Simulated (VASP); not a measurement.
Runs of VASP 6.6.1 on ZnS. It takes space group F-43m (No. 216, cubic). Conventional cell: a = 5.361 Å, b = 5.361 Å, c = 5.361 Å, α = 90.00°, β = 90.00°, γ = 90.00°. Zn (site symmetry -43m) is surrounded by 4 S at 2.32 Å. S (site symmetry -43m) is surrounded by 4 Zn at 2.32 Å. 

```tsv
task	level	potentials or basis	cell	cutoff (eV)	gap on the mesh (eV)	pressure (GPa)
relaxation of cell and atoms	PBEsol	VASP PAW PBE potentials, release 64 (Zn, S)	relaxed	600	(a)	0.0
band structure	TB-mBJ	VASP PAW PBE potentials, release 64 (Zn, S)	as given	520	3.79	-
band structure	r2SCAN	VASP PAW PBE potentials, release 64 (Zn, S)	as given	520	2.79	(b)
band structure	LDA	VASP PAW LDA potentials, release 64 (Zn, S)	as given	520	2.00	-2.6
```

Alike in all rows: no spin polarisation; k mesh 10 × 10 × 10; smearing gaussian 0.03 eV.

Question: Fill in the values left out.

Answer: (a) 2.08; (b) 1.3.

Caveats: the PAW data sets were made with another functional, which shifts forces and pressure a little (some runs); the relaxation stopped at its first step, so nothing moved (some runs).

Runs at the PBE level aren't shown here.
